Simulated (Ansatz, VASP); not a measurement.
# C63N (substitutional N in diamond): VASP beside Ansatz, part 2 of 3

Wanted: the spread between two codes on one cell, functional and k mesh. Of the first pair: The structure shown is the start of the Ansatz relaxation below; VASP solves that cell, so the two are compared at the walk's first step.

VASP 6.6.1 and Ansatz 0.2.0.

So far: Starting point; Ansatz: relaxation, PBE.

### 3. VASP: single point, PBE, start cell, pair 1

Level of this step: PBE; plane waves and PAW (C, N) (VASP).

The same cell, functional, mesh and smearing now go to VASP, with its own data sets.

Lines of VASP's logs that name or quote its potential files are left out, and so is its time.

INCAR reads:

```
SYSTEM = C63N
PREC = Accurate
ENCUT = 520
EDIFF = 1E-06
NELM = 120
ISMEAR = -1
SIGMA = 0.01
LREAL = Auto
ALGO = Normal
GGA = PE
NELECT = 256
NBANDS = 176
LORBIT = 11
LWAVE = .FALSE.
LCHARG = .FALSE.
ISIF = 2
LASPH = .TRUE.
GGA_COMPAT = .FALSE.
EFERMI = MIDGAP
NCORE = 2
```

POSCAR reads:

```
C63N
1.0
    7.1418068620      0.0000000000      0.0000000000
    0.0000000000      7.1418068620      0.0000000000
    0.0000000000      0.0000000000      7.1418068620
C N
63 1
Direct
    0.9981748316      0.9979974255      0.2492925158
    0.0025402535      0.2506071691      0.0010102485
    0.2486292383      0.0012572449      0.0020934478
    0.2516850476      0.2478358816      0.2505653030
    0.1255780249      0.1275929212      0.3758861100
    0.1269139613      0.3734409305      0.1236775255
    0.3742879150      0.1247372013      0.1276955563
    0.9997486630      0.9985552676      0.7476143087
    0.0001837070      0.2518459313      0.4979021512
    0.2478440028      0.9984879177      0.4990473796
    0.2492321669      0.2481418266      0.7519493461
    0.1255145956      0.1253474110      0.8722693179
    0.1247317405      0.3777041374      0.6256768191
    0.3765563886      0.1229050319      0.6239845303
    0.3724483245      0.3761321262      0.8752230522
    0.0014378714      0.5002325138      0.2476082081
    0.9972572767      0.7504075794      0.9996079424
    0.2502085305      0.5005597420      0.9972639977
    0.2520649235      0.7500667693      0.2481096219
    0.1275129694      0.6245115678      0.3761352067
    0.1235239229      0.8729187334      0.1238461102
    0.3729463778      0.6258841896      0.1233138920
    0.3735281633      0.8773155199      0.3744395573
    0.9987905022      0.4982719456      0.7481580086
    0.0016221385      0.7480324102      0.4988426695
    0.2519382048      0.4980313902      0.5004587871
    0.2479595198      0.7518601530      0.7495323107
    0.1253860567      0.6263692209      0.8725878647
    0.1235428257      0.8726612355      0.6254991330
    0.3731989749      0.6270002937      0.6242271859
    0.3726860795      0.8760494537      0.8761777126
    0.4986037944      0.9985303439      0.2480678957
    0.4987118903      0.2524863854      0.0000232434
    0.7492830741      0.0025588763      0.0008833899
    0.7489219610      0.2494410776      0.2474765888
    0.6238853957      0.1267652595      0.3731334453
    0.6277278407      0.3746988755      0.1244427380
    0.8751881871      0.1239722688      0.1224017979
    0.8732554829      0.3756634773      0.3729122128
    0.4975623212      0.0002152116      0.7513613997
    0.4976834390      0.2511739724      0.5010477137
    0.7477425676      0.9996288054      0.5016152172
    0.7506762789      0.2495267702      0.7473240460
    0.6264819375      0.1272253671      0.8741668769
    0.6274475195      0.3756980624      0.6261681513
    0.8741033076      0.1271878416      0.6234994989
    0.8731797318      0.3766602839      0.8736686836
    0.5010127086      0.4991789989      0.2524784043
    0.5011853540      0.7474640666      0.0000799518
    0.7474404031      0.4991897805      0.0007962971
    0.7516562830      0.7484197071      0.2516129370
    0.6222888809      0.6255121549      0.3754790702
    0.6267792012      0.8754409242      0.1228829086
    0.8750670693      0.6277117383      0.1243041176
    0.8745212690      0.8776451283      0.3742148243
    0.5001928880      0.5027105982      0.7493236800
    0.5026725126      0.7501371997      0.5008250810
    0.7505107746      0.5017908030      0.4979084521
    0.7477372468      0.7504745093      0.7515802518
    0.6277288208      0.6253914571      0.8754923118
    0.6234030248      0.8727038018      0.6251388600
    0.8738417491      0.6271265923      0.6264066064
    0.8758402630      0.8723386281      0.8747689654
    0.3981972707      0.4013726576      0.3977577460
```

KPOINTS reads:

```
Automatic mesh
0
Gamma
1 1 1
0 0 0
```

PAW data sets: C and N (PBE family, release 64).

Launch:

```bash
mpirun -np 8 vasp_gam
```

Numbers of over 12 decimals in the logs are rounded to 6 here.

The program printed:

```text
[banner, memory and clock lines left out]
running    8 mpi-ranks, on    1 nodes
[...]
LDA part: xc-table for (Slater+PW92), standard interpolation
 POSCAR, INCAR and KPOINTS ok, starting setup
[...]
entering main loop
       N       E                     dE             d eps       ncg     rms          rms(c)
DAV:   1     0.176897937645E+04    0.17690E+04   -0.15538E+05   352   0.151E+03
DAV:   2    -0.429243936120E+03   -0.21982E+04   -0.20345E+04   456   0.342E+02
DAV:   3    -0.599296471034E+03   -0.17005E+03   -0.16722E+03   440   0.904E+01
DAV:   4    -0.603321299823E+03   -0.40248E+01   -0.40014E+01   432   0.152E+01
DAV:   5    -0.603422582879E+03   -0.10128E+00   -0.10111E+00   440   0.214E+00BRMIX: very serious problems
 the old and the new charge density differ
 old charge density:   257.00000 new  256.00000
    0.317E+01
DAV:   6    -0.587581086867E+03    0.15841E+02   -0.11296E+01   440   0.871E+00    0.189E+01
DAV:   7    -0.582385296425E+03    0.51958E+01   -0.15599E+01   400   0.923E+00    0.467E+00
DAV:   8    -0.582420725852E+03   -0.35429E-01   -0.69127E-01   432   0.240E+00    0.167E+00
DAV:   9    -0.582429422705E+03   -0.86969E-02   -0.10459E-01   424   0.775E-01    0.336E-01
[...]
DAV:  13    -0.582428860298E+03   -0.34566E-04   -0.32717E-05   400   0.162E-02    0.106E-02
DAV:  14    -0.582428866402E+03   -0.61037E-05   -0.95280E-06   416   0.905E-03    0.174E-03
DAV:  15    -0.582428866475E+03   -0.73607E-07   -0.42725E-07   248   0.178E-03
   1 F= -.58242887E+03 E0= -.58242887E+03  d E =0.000000E+00
```

From OUTCAR (step 3):

```text
  Total       -5.4129726     -5.4549401     -5.3505516      0.8135554      0.5062054     -0.0469467
  in kB      -23.8079558    -23.9925422    -23.5334086      3.5782727      2.2264504     -0.2064864
  external PRESSURE =     -23.7779688 kB  Pullay stress =       0.0000000 kB

 POSITION                                       TOTAL-FORCE (eV/Angst)
 -----------------------------------------------------------------------------------
      7.12877      7.12750      1.78040         0.489617      0.830936     -0.412528
      0.01814      1.78979      0.00721        -0.788909     -0.651239     -0.892128
      1.77566      0.00898      0.01495        -0.445068     -0.318577     -0.505376
      1.79749      1.77000      1.78949        -1.013459      0.159990     -0.642317
      0.89685      0.91124      2.68451         0.181332     -0.310163      0.238817
      0.90639      2.66704      0.88328         0.417251      1.121100      0.761784
      2.67309      0.89085      0.91198         0.940640      0.625037     -0.294325
      7.14001      7.13149      5.33932        -0.210100      0.306465      0.400147
      0.00131      1.79864      3.55592        -0.361017      0.026513      0.329637
      1.77005      7.13101      3.56410         0.407424      0.338191      0.335331
      1.77997      1.77218      5.37028         0.306442      0.668977     -0.857159
      0.89640      0.89521      6.22958        -0.376774     -0.391777      0.875314
      0.89081      2.69749      4.46846         0.336159     -1.862221     -0.663500
      2.68929      0.87776      4.45638        -1.637455      0.811828      0.077984
[...]
-----------------------------------------------------------------------------------
    total drift:                               -0.003831      0.012644      0.036280

  FREE ENERGIE OF THE ION-ELECTRON SYSTEM (eV)
  ---------------------------------------------------
  free  energy   TOTEN  =      -582.4288664754 eV

  energy  without entropy=     -582.4288664754  energy(sigma->0) =     -582.42886648

[... 2 further parts left out ...]
```

The run ends at a pressure of -2.38 GPa, with forces up to 8.7 eV/Å.

### 4. Side by side

Known differences besides the potentials themselves: the cutoff is 420 eV in Ansatz and 520 eV in VASP (PREC = Accurate, projectors in real space). Total energies have different zeros and are not compared.

Forces on 8 of the 64 atoms, those with the largest forces and the largest differences (eV/Å; atoms numbered as in POSCAR):

| atom | Ansatz x, y, z | VASP x, y, z |
| --- | --- | --- |
| C4 | -1.019, 0.137, -0.653 | -1.013, 0.160, -0.642 |
| C13 | 0.341, -1.861, -0.660 | 0.336, -1.862, -0.663 |
| C14 | -1.636, 0.810, 0.087 | -1.637, 0.812, 0.078 |
| C26 | -0.007, 2.830, 1.590 | -0.029, 2.833, 1.596 |
| C41 | 2.597, 0.490, 1.196 | 2.599, 0.475, 1.202 |
| C48 | 1.231, 2.264, -0.460 | 1.234, 2.264, -0.496 |
| C52 | 1.728, 0.619, -0.414 | 1.731, 0.620, -0.409 |
| N64 | -4.629, -6.082, -4.103 | -4.637, -6.098, -4.112 |

The forces differ by 6.5 meV/Å r.m.s., which is 0.7 % of the r.m.s. force of 0.941 eV/Å (both taken over all components). The cell carries a charge of +1 e against a uniform background, so its pressure also hangs on how the neutralising background is counted, and in a defect's cell a gap may be the spacing between its levels.

### 5. Ansatz: relaxation, PBE

The two programs are compared at the cell with which this relaxation starts, whose forces are those of its first step.

The structure compared here is the start of the Ansatz relaxation; VASP solves that cell, so the two are compared at the walk's first step.

input.yaml reads:

```yaml
crystal:
  lattice:
    - [7.14180686, 0.0, 0.0]
    - [0.0, 7.14180686, 0.0]
    - [0.0, 0.0, 7.14180686]
  atoms:
    - { symbol: C, position: [-0.001825179, -0.002002604, 0.249292465] }
    - { symbol: C, position: [0.002540281, 0.250607188, 0.001010249] }
    - { symbol: C, position: [0.248629302, 0.001257253, 0.002093515] }
    - { symbol: C, position: [0.251685063, 0.247835922, 0.250565364], spin: 0.25 }
    - { symbol: C, position: [0.125578034, 0.127592887, 0.37588607] }
    - { symbol: C, position: [0.126913913, 0.373440999, 0.123677593] }
    - { symbol: C, position: [0.374287949, 0.124737158, 0.12769559] }
    - { symbol: "N", position: [0.398197256, 0.401372669, 0.397757692], spin: 0.25 }
    - { symbol: C, position: [-0.000251379, -0.001444773, 0.747614262] }
    - { symbol: C, position: [0.000183758, 0.25184596, 0.497902151] }
    - { symbol: C, position: [0.247843982, -0.001512084, 0.499047376] }
    - { symbol: C, position: [0.249232145, 0.248141889, 0.751949391] }
    - { symbol: C, position: [0.125514561, 0.125347458, 0.872269285] }
    - { symbol: C, position: [0.124731752, 0.377704127, 0.625676791] }
    - { symbol: C, position: [0.376556379, 0.122905054, 0.623984523] }
    - { symbol: C, position: [0.372448355, 0.376132091, 0.875223119] }
    - { symbol: C, position: [0.001437872, 0.500232513, 0.247608187] }
    - { symbol: C, position: [-0.002742701, 0.75040764, -0.000392077] }
    - { symbol: C, position: [0.250208535, 0.500559797, -0.002735954] }
    - { symbol: C, position: [0.252064973, 0.750066787, 0.248109568] }
    - { symbol: C, position: [0.127512953, 0.62451161, 0.376135273] }
    - { symbol: C, position: [0.123523931, 0.872918668, 0.123846057] }
    - { symbol: C, position: [0.372946326, 0.625884165, 0.123313885] }
    - { symbol: C, position: [0.373528158, 0.877315589, 0.374439611] }
    - { symbol: C, position: [-0.001209495, 0.498271901, 0.748157963] }
    - { symbol: C, position: [0.001622174, 0.748032403, 0.498842667] }
    - { symbol: C, position: [0.251938198, 0.498031445, 0.500458787], spin: 0.25 }
    - { symbol: C, position: [0.247959557, 0.751860163, 0.749532356] }
    - { symbol: C, position: [0.125386016, 0.626369199, 0.872587824] }
    - { symbol: C, position: [0.123542865, 0.872661204, 0.625499095] }
    - { symbol: C, position: [0.373198948, 0.62700031, 0.624227165] }
    - { symbol: C, position: [0.372686106, 0.876049389, 0.876177703] }
    - { symbol: C, position: [0.498603779, -0.00146965, 0.248067902] }
    - { symbol: C, position: [0.498711834, 0.252486442, 2.3204e-05] }
    - { symbol: C, position: [0.749283129, 0.002558915, 0.000883377] }
    - { symbol: C, position: [0.748921955, 0.249441123, 0.247476554] }
    - { symbol: C, position: [0.623885461, 0.126765305, 0.373133504] }
    - { symbol: C, position: [0.627727839, 0.374698887, 0.124442748] }
    - { symbol: C, position: [0.875188173, 0.123972245, 0.122401805] }
    - { symbol: C, position: [0.873255469, 0.375663423, 0.372912229] }
    - { symbol: C, position: [0.497562264, 0.000215254, 0.751361401] }
    - { symbol: C, position: [0.497683419, 0.251173934, 0.501047681], spin: 0.25 }
    - { symbol: C, position: [0.747742633, -0.000371159, 0.501615191] }
    - { symbol: C, position: [0.750676249, 0.249526771, 0.747323987] }
    - { symbol: C, position: [0.626481986, 0.12722531, 0.87416692] }
    - { symbol: C, position: [0.627447531, 0.375698033, 0.626168181] }
    - { symbol: C, position: [0.874103327, 0.127187856, 0.623499477] }
    - { symbol: C, position: [0.873179662, 0.376660254, 0.873668748] }
    - { symbol: C, position: [0.501012742, 0.49917906, 0.252478451] }
    - { symbol: C, position: [0.501185344, 0.747464082, 7.9918e-05] }
    - { symbol: C, position: [0.747440383, 0.499189715, 0.000796307] }
    - { symbol: C, position: [0.751656251, 0.748419642, 0.25161295] }
    - { symbol: C, position: [0.622288816, 0.625512193, 0.375479005] }
    - { symbol: C, position: [0.626779203, 0.875440883, 0.12288284] }
    - { symbol: C, position: [0.875067121, 0.627711732, 0.124304075] }
    - { symbol: C, position: [0.874521318, 0.877645137, 0.374214876] }
    - { symbol: C, position: [0.500192958, 0.502710662, 0.749323697] }
    - { symbol: C, position: [0.502672582, 0.750137196, 0.500825099] }
    - { symbol: C, position: [0.750510767, 0.501790848, 0.497908521] }
    - { symbol: C, position: [0.747737295, 0.750474542, 0.75158028] }
    - { symbol: C, position: [0.627728867, 0.6253915, 0.875492261] }
    - { symbol: C, position: [0.623403046, 0.872703751, 0.625138856] }
    - { symbol: C, position: [0.873841761, 0.627126574, 0.626406582] }
    - { symbol: C, position: [0.875840272, 0.872338634, 0.874768957] }
basis:
  ecutwfc: 420
  xc_grid: 2
hamiltonian:
  xc: pbe
kpoints:
  mp_grid: { grid: [1, 1, 1] }
magnetization:
  spin_polarized: true
  initial_magnetization: 1
  spin_locking: { lock_magnetization: hard }
scf:
  occupations: { method: fermi_dirac, width: 0.01 }
  max_iter: 120
relax:
  f_tol: 0.02
  max_steps: 80
  escape_saddle: false
output:
  forces: true
```

Launch:

```bash
ansatz run input.yaml --threads 4 --pin off --max-ram 7536MiB --backend cpu --events-out ev --progress --plain --runs-dir out
```

The program printed:

```text
[...]
Crystal: 64 atoms, lattice volume = 364.271 Å³
Basis set: ecut = 420 eV, 7123 PW (Γ), exchange–correlation on 96×96×96 points (8 copies of the dense FFT grid, shifted against one another)
Bands: 193, of which v1, the nominal top of the filled ones, is band 129 counted from 1 (128 counted from 0)
Symmetry: 1 space group operations
[...]
k-points: 1
[...]
Starting moments: Σ|m| = 1 μB on 4 of 64 sites
[...]
- { symbol: C, position: [0.230410, 0.230887, 0.230274] }
    - { symbol: C, position: [0.122669, 0.123148, 0.371308] }
    - { symbol: C, position: [0.122669, 0.371926, 0.122525] }
    - { symbol: C, position: [0.371449, 0.123147, 0.122525] }
    - { symbol: N, position: [0.391952, 0.392434, 0.391818] }
    - { symbol: C, position: [-0.000139763, 0.00033912, 0.748783] }
[...]
- { symbol: C, position: [0.625399, 0.625875, 0.876430] }
    - { symbol: C, position: [0.625399, 0.877053, 0.625256] }
    - { symbol: C, position: [0.876574, 0.625877, 0.625257] }
    - { symbol: C, position: [0.874950, 0.875431, 0.874808] }
```

### 6. VASP: single point, PBE, start cell, pair 2

The same cell, functional, mesh and smearing now go to VASP, with its own data sets.

INCAR reads:

```
SYSTEM = C63N
PREC = Accurate
ENCUT = 520
EDIFF = 1E-06
NELM = 200
ISMEAR = -1
SIGMA = 0.01
LREAL = Auto
ALGO = Normal
GGA = PE
NBANDS = 176
ISPIN = 2
MAGMOM = 0.02 0.02 0.02 0.26 -0.01 -0.01 -0.01 0 0 0 0 0 0 0 0 0 0 0 0 0 0 0 0 -0 -0 -0 0 0 0 0 0.01 0 0 0 0 0 0 0 0 -0 -0 -0 0 0 0 0 0.01 -0 -0 -0 0 0 0 0 0.01 0 0 0 0 -0 -0 -0 0 0.11
LORBIT = 11
LWAVE = .FALSE.
LCHARG = .FALSE.
ISIF = 2
NUPDOWN = 1
LASPH = .TRUE.
GGA_COMPAT = .FALSE.
NCORE = 2
```

POSCAR is that of step 3.

KPOINTS is that of step 3.

Launch:

```bash
mpirun -np 8 vasp_gam
```

The program printed:

```text
[... set-up lines as in an earlier step ...]
 entering main loop
       N       E                     dE             d eps       ncg     rms          rms(c)
DAV:   1     0.179521278092E+04    0.17952E+04   -0.15603E+05   704   0.152E+03
DAV:   2    -0.412835387515E+03   -0.22080E+04   -0.20446E+04   904   0.345E+02
DAV:   3    -0.587348929649E+03   -0.17451E+03   -0.17156E+03   880   0.913E+01
DAV:   4    -0.591563851974E+03   -0.42149E+01   -0.41880E+01   864   0.155E+01
[...]
DAV:  14    -0.570462687203E+03   -0.33562E-04   -0.20964E-05   784   0.132E-02    0.976E-03
DAV:  15    -0.570462690947E+03   -0.37446E-05   -0.39922E-06   736   0.589E-03    0.323E-03
DAV:  16    -0.570462690984E+03   -0.36780E-07   -0.80076E-07   448   0.254E-03
   1 F= -.57046269E+03 E0= -.57046269E+03  d E =-.457800E-13  mag=     1.0000
```

Parts of OUTCAR (step 6):

```text
  FREE ENERGIE OF THE ION-ELECTRON SYSTEM (eV)
  ---------------------------------------------------
  free  energy   TOTEN  =      -570.4626909841 eV

  energy  without entropy=     -570.4626909841  energy(sigma->0) =     -570.46269098

 magnetization (x)
# of ion       s       p       d       tot
------------------------------------------
    1        0.005   0.015   0.000   0.019
    2        0.004   0.010   0.000   0.014
    3        0.005   0.013   0.000   0.018
    4        0.057   0.242   0.000   0.298
    5       -0.003  -0.008   0.000  -0.011
    6       -0.003  -0.008   0.000  -0.011
    7       -0.003  -0.008   0.000  -0.011
    8        0.001   0.000   0.000   0.001
    9        0.001   0.003   0.000   0.004
   10        0.001   0.003   0.000   0.004
   11        0.001   0.003   0.000   0.004
   12        0.001  -0.001   0.000   0.000
   13        0.000   0.001   0.000   0.001
[...]
--------------------------------------------------
tot          0.140   0.455   0.000   0.595

[... 1 part as in an earlier step ...]
```

The run ends at a pressure of 4.71 GPa, with forces up to 5.1 eV/Å.

### 7. Side by side

What differs besides the data sets and the points named for the pairs above, as far as they apply: VASP starts from the moments at which Ansatz ended. Total energies have different zeros and are not compared.

Forces on 7 of the 64 atoms, those with the largest forces and the largest differences (eV/Å; atoms numbered as in POSCAR):

| atom | Ansatz x, y, z | VASP x, y, z |
| --- | --- | --- |
| C4 | -3.354, -2.463, -2.986 | -3.349, -2.441, -2.976 |
| C13 | 0.235, -1.826, -0.682 | 0.231, -1.828, -0.685 |
| C14 | -1.596, 0.697, 0.064 | -1.598, 0.699, 0.056 |
| C26 | 0.887, 2.309, 1.044 | 0.864, 2.312, 1.050 |
| C41 | 2.039, 1.323, 0.635 | 2.041, 1.307, 0.640 |
| C48 | 0.694, 1.742, 0.449 | 0.696, 1.742, 0.412 |
| N64 | -0.921, -2.177, -0.367 | -0.929, -2.194, -0.376 |

The forces differ by 6.5 meV/Å r.m.s., which is 0.9 % of the r.m.s. force of 0.763 eV/Å (both taken over all components). Moments aren't recorded for both runs of this pair, so they may hold unlike magnetic states.

### 8. Ansatz: relaxation, PBE

This run makes the geometry at which the two programs are then compared.

The structure compared here is the end of the Ansatz relaxation.

This is the run of step 5 again, met here at its other cell.

(Part 2 of 3 ends here.)

[Lines on the potential files, build, host, timing and source positions are cut from VASP's logs without a mark.]

[Logs are printed without paths, hosts, clocks, repeated set-up lines and the standing remarks that a program may print on its own settings, such as how far it seeks lower states.]

[Hosts, paths, dates, database ids (printed as entryN), source tags and the programs' standing remarks are cut or masked in the printed files.]
